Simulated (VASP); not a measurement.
Input of a VASP 6.6.1 run:

Contents of INCAR:

```
SYSTEM = H14C4O
PREC     = Accurate       ! precision mode
ENCUT    = 520            ! plane-wave cutoff, eV
EDIFF    = 1E-6           ! SCF threshold, eV
ISMEAR   = -1             ! smearing method
SIGMA    = 0.05           ! smearing width, eV
LREAL    = Auto         
LASPH    = .TRUE.         ! aspherical terms in the spheres
NELM     = 100            ! most SCF steps
ALGO     = Normal         ! electronic algorithm
ISIF     = 2              ! what is computed and relaxed
LWAVE    = .FALSE.        ! write WAVECAR
LCHARG   = .TRUE.         ! write CHGCAR
GGA      = PE             ! functional
LELF     = .TRUE.         ! ELF
LVHAR    = .TRUE.       
NBANDS   = 61             ! bands
```

File KPOINTS:

```
regular mesh
0
G
  1 1 1
  0 0 0
```

File POSCAR:

```
H14C4O
1.0
    7.5361220000      0.0000000000      0.0000000000
    0.0000000000      7.5361220000      0.0000000000
    0.0000000000      0.0000000000      7.5361220000
O H C
2 28 8
Direct
    0.6597159653      1.0824532830      0.8649806890
    0.7903003693      0.3946459465      1.0373505100
    0.6718707579      1.1202047950      0.7445208557
    0.5264909459      1.0648712959      0.8571251899
    0.8293788238      0.4701622399      0.9398600500
    0.8087581385      0.2705900993      1.0028234681
    0.1542172486     -0.0536880905      0.2054239568
    0.0492030251      0.1458973196      0.2836737516
   -0.0400869307      0.0146759832      0.0822438915
    0.1315132637      0.3390868672      0.0675944471
    0.3382774323      0.2187464587      0.0861318328
    0.1950339976      0.1695301642     -0.0984325891
    0.8288215079      0.6461148055      0.7086403325
    0.6140293376      0.5410740431      0.6914166198
    0.7932063733      0.4920169817      0.5345985641
    0.6027237882      0.6823934114      0.3775018504
    0.5416048201      0.8135218618      0.5721377653
    0.7519650027      0.8497473900      0.4670571947
    0.4454014943      0.6059880665      1.1597211404
    0.5596379676      0.6578715153      0.9507011696
    0.4636469526      0.8250662609      1.1046530298
    0.2973810668      0.7633236298      0.8122479970
    0.2214268824      0.5587754551      0.9058239768
    0.1726352095      0.7788753951      1.0004217023
    0.0209258820      0.6582695981      0.3305413580
    0.0762726506      0.6850738351      0.5649324679
    0.2402296566      0.7465378082      0.4268243003
    0.3132911065      0.4194863087      0.5299808045
    0.1249448987      0.3452306107      0.4200170857
    0.2825458505      0.4607276793      0.2945546794
    0.0792051933      0.0721060514      0.1625637165
    0.1939591742      0.2077859143      0.0542055981
    0.7239001704      0.5968188944      0.6160330207
    0.6575397797      0.7461131866      0.5032429146
    0.4549554798      0.6889617764      1.0382528308
    0.2760438326      0.6958486075      0.9340878505
    0.1266566544      0.6477602141      0.4374796480
    0.2111165398      0.4560701114      0.4247675396
```

Potentials or basis: VASP PAW PBE potentials, release 64 (O, H, C).

Command:

```console
$ cat potpaw_PBE.64/O/POTCAR potpaw_PBE.64/H/POTCAR potpaw_PBE.64/C/POTCAR > POTCAR
$ mpirun -np 1 vasp_gam > vasp.out
```

(1) Predict the band gap on the k mesh.

(2) Predict the pressure.

Results:

(1) 4.82 eV, direct.

(2) -1.4 GPa.
